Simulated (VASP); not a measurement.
# C in VASP: a series of runs, part 2 of 2

VASP 6.6.1. Earlier steps stand in the parts before.

## (3) Relaxation of cell and atoms, LDA

INCAR

```
PREC     = Accurate       # precision mode
ENCUT    = 600            # plane-wave cutoff, eV
EDIFF    = 1E-6           # SCF threshold, eV
ISMEAR   = 0              # smearing method
SIGMA    = 0.03           # smearing width, eV
LREAL    = False          # projectors in reciprocal space
LASPH    = True           # aspherical terms in the spheres
NELM     = 80             # most SCF steps
ALGO     = Normal         # electronic algorithm
ISIF     = 3              # what is computed and relaxed
LWAVE    = False          # write WAVECAR
LCHARG   = False          # write CHGCAR
GGA      = CA             # functional
IBRION   = 2              # ionic algorithm
NSW      = 90             # ionic steps
EDIFFG   = -0.01          # ionic threshold
LATTICE_CONSTRAINTS= .TRUE. .TRUE. .FALSE.
```

KPOINTS

```
Automatic mesh
0
Gamma
  15 15 1
```

POSCAR

```
C
1.0
    2.4672912600      0.0000000000      0.0000000000
   -1.2336456300      2.1367369100      0.0000000000
    0.0000000000      0.0000000000     21.9015365000
C
4
Direct
    0.0000000000      0.0000000000      0.4109300700
    0.6666666700      0.3333333400      0.4109300700
    0.0000000000      0.0000000000      0.5890699300
    0.3333333300      0.6666666600      0.5890699300
```

Potentials or basis: VASP PAW LDA potentials, release 64 (C).

On the command line:

```
cat potpaw_LDA.64/C/POTCAR > POTCAR
mpirun -np 1 vasp_std > vasp.out
```

OUTCAR:

```text
PREC = Accurate
   ENCUT = 600
   EDIFF = 1E-6
   ISMEAR = 0
   LREAL = False
   LASPH = True
   NELM = 80
   ISIF = 3
   GGA = CA
   IBRION = 2
   NSW = 90
   EDIFFG = -0.01

 ion  position               nearest neighbor table
   1  0.000  0.000  0.411-   2 1.42   2 1.42   2 1.42
   2  0.667  0.333  0.411-   1 1.42   1 1.42   1 1.42
   3  0.000  0.000  0.589-   4 1.42   4 1.42   4 1.42
   4  0.333  0.667  0.589-   3 1.42   3 1.42   3 1.42

  LATTYP: Found a hexagonal cell.
 ALAT       =     2.4672912600
 C/A-ratio  =     8.8767535698

  Lattice vectors:

 A1 = (   2.4672912600,   0.0000000000,   0.0000000000)
 A2 = (  -1.2336456300,   2.1367369100,   0.0000000000)
 A3 = (   0.0000000000,   0.0000000000,  21.9015365000)

Analysis of symmetry for initial positions (statically):
=====================================================================
 Subroutine PRICEL returns:
 Original cell was already a primitive cell.

 Routine SETGRP: Setting up the symmetry group for a
 hexagonal supercell.

 Subroutine GETGRP returns: Found 12 space group operations
 (whereof 12 operations were pure point group operations)
 out of a pool of 24 trial point group operations.

The static configuration has the point symmetry D_3d.

Analysis of symmetry for dynamics (positions and initial velocities):
=====================================================================
 Subroutine PRICEL returns:
 Original cell was already a primitive cell.

 Routine SETGRP: Setting up the symmetry group for a
 hexagonal supercell.

 Subroutine GETGRP returns: Found 12 space group operations
 (whereof 12 operations were pure point group operations)
 out of a pool of 24 trial point group operations.

The dynamic configuration has the point symmetry D_3d.

 Subroutine INISYM returns: Found 12 space group operations
 (whereof 12 operations are pure point group operations),
 and found     1 'primitive' translations

----------------------------------------------------------------------------------------

                                     Primitive cell

  volume of cell :     115.4639

  direct lattice vectors                    reciprocal lattice vectors
     2.467291260  0.000000000  0.000000000     0.405302777  0.234001668  0.000000000
    -1.233645630  2.136736910  0.000000000     0.000000000  0.468003335  0.000000000
     0.000000000  0.000000000 21.901536500     0.000000000  0.000000000  0.045658897

  length of vectors
     2.467291260  2.467291260 21.901536500     0.468003335  0.468003335  0.045658897

  position of ions in fractional coordinates (direct lattice)
     0.000000000  0.000000000  0.410930070
     0.666666670  0.333333340  0.410930070
     0.000000000  0.000000000  0.589069930
     0.333333330  0.666666660  0.589069930

  ion indices of the primitive-cell ions
   primitive index   ion index
                 1           1
                 2           2
                 3           3
                 4           4

----------------------------------------------------------------------------------------

[... 69 lines left out ...]
   EDIFF  = 0.1E-05   stopping-criterion for ELM
   LREAL  =      F    real-space projection
   EDIFFG = -.1E-01   stopping-criterion for IOM
   NSW    =     90    number of steps for IOM
   IBRION =      2    ionic relax: 0-MD 1-quasi-New 2-CG
   NFREE  =      1    steps in history (QN), initial steepest desc. (CG)
   ISIF   =      3    stress and relaxation
   ISYM   =      2    0-nonsym 1-usesym 2-fastsym
   POTIM  = 0.5000    time-step for ionic-motion
   TEBEG  =    0.0;   TEEND  =   0.0 temperature during run
   PSTRESS=    0.0 pullay stress
   NELECT =      16.0000    total number of electrons
   NUPDOWN=      -1.0000    fix difference up-down
   EMIN   =  10.00;   EMAX   =-10.00  energy-range for DOS
   EFERMI =   0.00;   METHOD = LEGACY
   ISMEAR =     0;   SIGMA  =   0.03  broadening in eV -4-tet -1-fermi 0-gaus
   EFERMI_NEDOS =   21; number of points for ismear=-14 and -15
   IALGO  =     38    algorithm
   IMIX   =      4    mixing-type and parameters
     AMIX     =   0.40;   BMIX     =  1.00
     AMIX_MAG =   1.60;   BMIX_MAG =  1.00
  volume/ion in A,a.u.               =      28.87       194.80
  Fermi-wavevector in a.u.,A,eV,Ry     =   0.847161  1.600903  9.764661  0.717682
  Thomas-Fermi vector in A             =   1.962623
   LORBIT       =      0    0 simple, 1 ext, 2 COOP (PROOUT), +10 PAW based schemes
   GGA     = CA    functional components
   LHFCALC =     F    Hartree Fock is set to
   AEXX    =    0.0000 exact exchange contribution
   IVDW    =     0    specifies the selected vdW correction
   LEPSILON=     F    determine dielectric tensor
   LRPA    =     F    only Hartree local field effects (RPA)
 conjugate gradient relaxation of ions
 non-spin polarized calculation
 Gauss-broadening in eV      SIGMA  =   0.03
  energy-cutoff  :      600.00
  volume of cell :      115.46
 maximum number of plane-waves:      3927
 NGX is ok and might be reduce to    20
   NGX =  9   NGY =  9   NGZ = 87

--------------------------------------- Ionic step        1  -------------------------------------------

 number of electron      16.0000001 magnetization

 Free energy of the ion-electron system (eV)
  ---------------------------------------------------
  ext. energy  EPLUGINS =         0.00000000
  ---------------------------------------------------
  free energy    TOTEN  =       -40.37079312 eV

  energy without entropy =      -40.37049222  energy(sigma->0) =      -40.37064267

------------------------ aborting loop because EDIFF is reached ----------------------------------------

  FORCE on cell =-STRESS in cart. coord.  units (eV):
  Direction    XX          YY          ZZ          XY          YZ          ZX
  --------------------------------------------------------------------------------------
  -------------------------------------------------------------------------------------
  Total       -2.3521952     -2.3521952     -0.2624712      0.0000000      0.0000000      0.0000000
  in kB      -32.6390778    -32.6390778     -3.6420527      0.0000000      0.0000000      0.0000000
  external PRESSURE =     -22.9734027 kB  Pullay stress =       0.0000000 kB
[... 95 lines left out ...]
  FREE ENERGIE OF THE ION-ELECTRON SYSTEM (eV)
  ---------------------------------------------------
  free  energy   TOTEN  =       -40.3911539766 eV

  energy  without entropy=      -40.3908530755  energy(sigma->0) =      -40.39100353

[... ionic steps 4 to 26 ...]

--------------------------------------- Ionic step       27  -------------------------------------------

 number of electron      16.0000001 magnetization

------------------------ aborting loop because EDIFF is reached ----------------------------------------
[... 71 lines left out ...]
--------------------------------------- Ionic step       29  -------------------------------------------

 number of electron      16.0000001 magnetization

 Free energy of the ion-electron system (eV)
  ---------------------------------------------------
  ext. energy  EPLUGINS =         0.00000000
  ---------------------------------------------------
  free energy    TOTEN  =       -40.41394073 eV

  energy without entropy =      -40.41363983  energy(sigma->0) =      -40.41379028

 E-fermi :  -1.6935     XC(G=0):  -3.7346

 val. band max:       -1.6935289611   @ k =   0.3333   0.3333   0.0000
 cond. band min:      -1.6935289376   @ k =   0.3333   0.3333   0.0000
 fundamental gap:      0.0000000236
 Fermi energy:        -1.6935289494

 k-point     1 :       0.0000    0.0000    0.0000
  band No.  band energies     occupation
      1     -21.2496      2.00000
      2     -21.0734      2.00000
      3     -10.0112      2.00000
      4      -8.9291      2.00000
      5      -4.6999      2.00000
      6      -4.6999      2.00000
      7      -4.6895      2.00000
      8      -4.6895      2.00000
      9       1.7654      0.00000
     10       2.2734      0.00000
     11       2.8845      0.00000
     12       3.7638      0.00000
[... 331 lines left out ...]
 k-point    24 :       0.4000    0.2000    0.0000
  band No.  band energies     occupation
      1     -15.2163      2.00000
      2     -15.1547      2.00000
      3     -14.3907      2.00000
      4     -14.3493      2.00000
      5     -10.6073      2.00000
      6     -10.5465      2.00000
      7      -3.4320      2.00000
      8      -3.0467      2.00000
      9      -0.4139      0.00000
     10      -0.3075      0.00000
     11       9.0572      0.00000
     12       9.3517      0.00000

 [... further k-points ...]
[... 5 lines left out ...]
  --------------------------------------------------------------------------------------
  -------------------------------------------------------------------------------------
  Total       -0.0169373     -0.0169373     -0.0898214      0.0000000      0.0000000      0.0000000
  in kB       -0.2390948     -0.2390948     -1.2679579      0.0000000      0.0000000      0.0000000
  external PRESSURE =      -0.5820492 kB  Pullay stress =       0.0000000 kB
[... 19 lines left out ...]
  FREE ENERGIE OF THE ION-ELECTRON SYSTEM (eV)
  ---------------------------------------------------
  free  energy   TOTEN  =       -40.4139407308 eV

  energy  without entropy=      -40.4136398296  energy(sigma->0) =      -40.41379028

 reached required accuracy - stopping structural energy minimisation
```

It took 8.2 min on 1 thread of Intel Xeon Platinum 8488C (Sapphire Rapids), shared host; peak memory 0.21 GiB.

Results:

```yaml
Free_energy: -40.4139 eV
Relaxed_volume: 28.37 Å³/atom
Relaxed_cell: a = 2.446 Å, b = 2.446 Å, c = 21.902 Å, α = 90.00°, β = 90.00°, γ = 120.00°
Space_group_after_relaxing_to_0.05_Å: P-3m1 (No. 164)
Energy_gained_by_relaxing: 10.8 meV/atom
Ionic_steps: 29
Band_gap_on_the_k_mesh: none (metal or under the smearing width)
```

Forces on the atoms (eV/Å):
```
C    0.000  0.000 -0.002
C    0.000  0.000  0.003
C    0.000  0.000  0.002
C    0.000  0.000 -0.003
```

Step by step:
```csv
step,energy change (eV),largest force (eV/Å),pressure (GPa),volume (Å³)
1,0.0000,0.0262,-2.30,115.46
2,0.0970,0.0251,5.65,109.01
3,-0.0204,0.0243,-0.17,113.54
4,-0.0204,0.0242,-0.13,113.50
5,-0.0204,0.0242,-0.08,113.46
6,-0.0204,0.0230,-0.20,113.56
7,-0.0204,0.0238,-0.22,113.58
8,-0.0205,0.0231,-0.22,113.57
9,-0.0206,0.0254,-0.22,113.57
10,-0.0208,0.0281,-0.21,113.57
11,-0.0213,0.0338,-0.21,113.57
12,-0.0223,0.0473,-0.21,113.56
13,-0.0242,0.0721,-0.19,113.55
14,-0.0279,0.1202,-0.17,113.53
15,-0.0343,0.2116,-0.11,113.49
16,-0.0339,0.3861,0.08,113.40
17,-0.0372,0.2725,-0.06,113.46
18,-0.0376,0.3063,-0.02,113.44
19,-0.0377,0.3036,-0.02,113.44
20,-0.0380,0.2978,-0.02,113.44
21,-0.0384,0.2865,-0.01,113.44
22,-0.0391,0.2659,-0.01,113.45
23,-0.0400,0.2313,0.00,113.45
24,-0.0386,0.1776,0.04,113.47
25,-0.0401,0.2207,0.01,113.46
26,-0.0406,0.2021,0.00,113.46
27,-0.0418,0.1454,-0.01,113.47
28,-0.0431,0.0324,-0.05,113.49
29,-0.0431,0.0026,-0.06,113.50
```

Final structure:
```
C
1.0
     2.44619    0.00000    0.00000
    -1.22309    2.11846    0.00000
     0.00000    0.00000   21.90154
C
4
Direct
  0.00000 0.00000 0.42446
  0.66667 0.33333 0.42442
  0.00000 0.00000 0.57554
  0.33333 0.66667 0.57558
```

Levels at points of the mesh, in eV from the Fermi level:
```csv
k point,band 6,band 7,band 8,band 9,band 10,band 11
"(0.00, 0.00, 0.00)",-3.01,-3.00,-3.00,3.46,3.97,4.58
```

## (4) Relaxation of cell and atoms, LDA

This run uses another cell than the first one, of 28.37 Å³/atom, 0.983 times its volume.

INCAR: that of step 3 with these lines changed.

```diff
@@ -2,3 +2,3 @@
 ENCUT    = 600            # plane-wave cutoff, eV
-EDIFF    = 1E-6           # SCF threshold, eV
+EDIFF    = 1E-7           # SCF threshold, eV
 ISMEAR   = 0              # smearing method
@@ -15,3 +15,3 @@
 NSW      = 90             # ionic steps
-EDIFFG   = -0.01          # ionic threshold
+EDIFFG   = -0.005         # ionic threshold
 LATTICE_CONSTRAINTS= .TRUE. .TRUE. .FALSE.
```

KPOINTS is that of step 3.

POSCAR

```
C                                       
1.0
    2.4461895597      0.0000000000      0.0000000000
   -1.2230947799      2.1184623015      0.0000000000
    0.0000000000      0.0000000000     21.9015365000
  C             
     4
Direct
     0.0000000000000000    0.0000000000000000    0.4244550816457793
     0.6666666699999979    0.3333333400000029    0.4244161987338507
     0.0000000000000000    0.0000000000000000    0.5755449183542208
     0.3333333300000021    0.6666666599999971    0.5755838012661493
```

On the command line:

```
cat potpaw_LDA.64/C/POTCAR > POTCAR
mpirun -np 1 vasp_std > vasp.out
```

Run time: 55 s. Hardware: 1 thread of Intel Xeon Platinum 8488C (Sapphire Rapids), shared host; peak memory 0.21 GiB.

It converged, with:

* Free energy: -40.4113 eV
* Band gap on the k mesh: none (metal or under the smearing width)

Forces in eV/Å, atoms in the order of the input:
```
C    0.000  0.000 -0.002
C    0.000  0.000  0.002
C    0.000  0.000  0.002
C    0.000  0.000 -0.002
```

Final structure:
```
C
1.0
     2.44619    0.00000    0.00000
    -1.22309    2.11846    0.00000
     0.00000    0.00000   21.90154
C
4
Cartesian
  0.0000 0.0000 9.2962
  1.2231 0.7062 9.2954
  0.0000 0.0000 12.6053
  0.0000 1.4123 12.6062
```

Levels at points of the mesh, in eV from the Fermi level:
| k point | band 6 | band 7 | band 8 | band 9 | band 10 | band 11 |
| --- | --- | --- | --- | --- | --- | --- |
| (0.00, 0.00, 0.00) | -3.01 | -3.00 | -3.00 | 3.47 | 3.99 | 4.70 |

Caveat: the relaxation stopped at its first step, so nothing moved.

## (5) Relaxation of cell and atoms, PBE+D3(BJ)

INCAR

```
  PREC = Accurate
  ENCUT = 600
  EDIFF = 1E-6
  ISMEAR = 0
  SIGMA = 0.03
  LREAL = False
  LASPH = True
  NELM = 80
  ALGO = Normal
  ISIF = 3
  LWAVE = False
  LCHARG = False
  GGA = PE
  IVDW = 12
  IBRION = 2
  NSW = 90
  EDIFFG = -0.01
  LATTICE_CONSTRAINTS = .TRUE. .TRUE. .FALSE.
  KPAR = 2
```

KPOINTS

```
regular mesh
0
Gamma
  15 15 1
```

POSCAR

```
C
1.0
    2.4672912600      0.0000000000      0.0000000000
   -1.2336456300      2.1367369100      0.0000000000
    0.0000000000      0.0000000000     21.9015365000
C
4
Direct
    0.0000000000      0.0000000000      0.4109300700
    0.6666666700      0.3333333400      0.4109300700
    0.0000000000      0.0000000000      0.5890699300
    0.3333333300      0.6666666600      0.5890699300
```

Potentials or basis: VASP PAW PBE potentials, release 64 (C).

On the command line:

```
cat potpaw_PBE.64/C/POTCAR > POTCAR
mpirun -np 2 vasp_std > vasp.out
```

It took 3.6 min on 2 MPI ranks of Intel Xeon Platinum 8488C (Sapphire Rapids), shared host; peak memory 0.25 GiB.

Results (log left out):

* Free energy: -37.3610 eV
* Relaxed volume: 28.83 Å³/atom
* Relaxed cell: a = 2.466 Å, b = 2.466 Å, c = 21.902 Å, α = 90.00°, β = 90.00°, γ = 120.00°
* Space group after relaxing (to 0.05 Å): P-3m1 (No. 164)
* Energy gained by relaxing: 5.1 meV/atom
* Ionic steps: 23
* Largest force after relaxing: 0.007 eV/Å
* Band gap on the k mesh: none (metal or under the smearing width)
* Dispersion energy per atom: -0.119 eV

Forces in eV/Å, atoms in the order of the input:
```
C    0.000  0.000 -0.007
C    0.000  0.000 -0.002
C    0.000  0.000  0.007
C    0.000  0.000  0.002
```

Step by step:
```tsv
step	energy change (eV)	largest force (eV/Å)	pressure (GPa)	volume (Å³)
1	0.0000	0.0315	-0.28	115.46
2	0.0002	0.0301	0.20	115.04
3	-0.0001	0.0302	-0.10	115.30
4	-0.0003	0.0300	-0.09	115.30
5	-0.0009	0.0383	-0.09	115.29
6	-0.0019	0.0572	-0.07	115.28
7	-0.0038	0.0928	-0.03	115.25
8	-0.0071	0.1640	0.04	115.19
9	-0.0107	0.3001	0.19	115.06
10	-0.0107	0.2991	0.19	115.06
11	-0.0109	0.2981	0.19	115.07
12	-0.0112	0.2947	0.17	115.08
13	-0.0118	0.2884	0.15	115.10
14	-0.0129	0.2775	0.11	115.14
15	-0.0149	0.2530	0.02	115.22
16	-0.0178	0.2023	-0.14	115.39
17	-0.0177	0.1232	-0.45	115.72
18	-0.0189	0.1559	-0.28	115.54
19	-0.0189	0.1512	-0.31	115.56
20	-0.0197	0.1143	-0.17	115.44
21	-0.0203	0.0421	0.11	115.20
22	-0.0205	0.0237	0.04	115.26
23	-0.0205	0.0073	-0.03	115.32
```

Final structure:
```
CELL_PARAMETERS angstrom
2.46573 0.00000 0.00000
-1.23287 2.13539 0.00000
0.00000 0.00000 21.90154
ATOMIC_POSITIONS crystal
C 0.00000 0.00000 0.42310
C 0.66667 0.33333 0.42307
C 0.00000 0.00000 0.57690
C 0.33333 0.66667 0.57693
```

Levels at points of the mesh, in eV from the Fermi level:
| k point | band 4 | band 5 | band 6 | band 7 | band 8 | band 9 | band 10 | band 11 | band 12 |
| --- | --- | --- | --- | --- | --- | --- | --- | --- | --- |
| (0.00, 0.00, 0.00) | -7.12 | -3.03 | -3.03 | -3.02 | -3.02 | 3.44 | 3.81 | 4.50 | 5.38 |

## (6) Relaxation of cell and atoms, PBE+D3(BJ)

INCAR: that of step 5 with these lines changed.

```diff
@@ -2,3 +2,3 @@
   ENCUT = 600
-  EDIFF = 1E-6
+  EDIFF = 1E-7
   ISMEAR = 0
@@ -16,3 +16,3 @@
   NSW = 90
-  EDIFFG = -0.01
+  EDIFFG = -0.005
   LATTICE_CONSTRAINTS = .TRUE. .TRUE. .FALSE.
```

KPOINTS is that of step 5.

POSCAR

```
C                                       
1.0
    2.4657306173      0.0000000000      0.0000000000
   -1.2328653087      2.1353853538      0.0000000000
    0.0000000000      0.0000000000     21.9015365000
  C             
     4
Direct
     0.0000000000000000    0.0000000000000000    0.4231045488551898
     0.6666666699999979    0.3333333400000029    0.4230693961060550
     0.0000000000000000    0.0000000000000000    0.5768954511448101
     0.3333333300000021    0.6666666599999971    0.5769306038939453
```

Potentials or basis: VASP PAW PBE potentials, release 64 (C).

On the command line:

```
cat potpaw_PBE.64/C/POTCAR > POTCAR
mpirun -np 2 vasp_std > vasp.out
```

Run time: 2.7 min. Hardware: 2 MPI ranks of Intel Xeon Platinum 8488C (Sapphire Rapids), shared host; peak memory 0.26 GiB.

It converged, with:

| Item | Value |
| --- | --- |
| Free energy | -37.3609 eV |
| Energy gained by relaxing | 0.0 meV/atom |
| Ionic steps | 17 |
| Band gap on the k mesh | none (metal or under the smearing width) |
| Dispersion energy per atom | -0.119 eV |

Step by step:
| step | energy change (eV) | largest force (eV/Å) | pressure (GPa) | volume (Å³) |
| --- | --- | --- | --- | --- |
| 1 | 0.0000 | 0.0071 | -0.03 | 115.32 |
| 2 | 0.0000 | 0.0056 | -0.01 | 115.30 |
| 3 | 0.0000 | 0.0058 | -0.01 | 115.30 |
| 4 | 0.0000 | 0.0067 | -0.01 | 115.30 |
| 5 | 0.0000 | 0.0100 | -0.03 | 115.32 |
| 6 | 0.0000 | 0.0161 | -0.05 | 115.34 |
| 7 | 0.0000 | 0.0145 | -0.04 | 115.33 |
| 8 | 0.0000 | 0.0141 | -0.04 | 115.33 |
| 9 | 0.0000 | 0.0136 | -0.04 | 115.33 |
| 10 | 0.0000 | 0.0138 | -0.04 | 115.33 |
| 11 | 0.0000 | 0.0135 | -0.04 | 115.33 |
| 12 | -0.0001 | 0.0128 | -0.04 | 115.32 |
| 13 | -0.0001 | 0.0116 | -0.04 | 115.32 |
| 14 | -0.0001 | 0.0111 | -0.03 | 115.31 |
| 15 | -0.0001 | 0.0101 | -0.03 | 115.31 |
| 16 | -0.0001 | 0.0086 | -0.05 | 115.32 |
| 17 | -0.0001 | 0.0003 | -0.04 | 115.32 |

Final structure:
```
C
1.0
     2.46574    0.00000    0.00000
    -1.23287    2.13539    0.00000
     0.00000    0.00000   21.90154
C
4
Direct
  0.00000 0.00000 0.42248
  0.66667 0.33333 0.42246
  0.00000 0.00000 0.57752
  0.33333 0.66667 0.57754
```

Levels at points of the mesh, in eV from the Fermi level:
| k point | band 4 | band 5 | band 6 | band 7 | band 8 | band 9 | band 10 | band 11 | band 12 |
| --- | --- | --- | --- | --- | --- | --- | --- | --- | --- |
| (0.00, 0.00, 0.00) | -7.14 | -3.03 | -3.03 | -3.02 | -3.02 | 3.43 | 3.81 | 4.52 | 5.42 |

## (7) Summary

```tsv
level	potentials or basis	gap on the mesh (eV)	relaxed volume (Å³/atom)
PBE	VASP PAW PBE potentials, release 64 (C)	none	28.85
LDA	VASP PAW LDA potentials, release 64 (C)	none	-
PBE+D3(BJ)	VASP PAW PBE potentials, release 64 (C)	none	28.83
```

Alike in all rows: task relaxation of cell and atoms; no spin polarisation; cell relaxed; k mesh 15 × 15 × 1; cutoff (eV) 600; smearing gaussian 0.03 eV.

Caveats: the relaxation stopped at its first step, so nothing moved (some runs).

Total energies depend on the potentials used, so only differences within one code and one set of settings carry meaning.
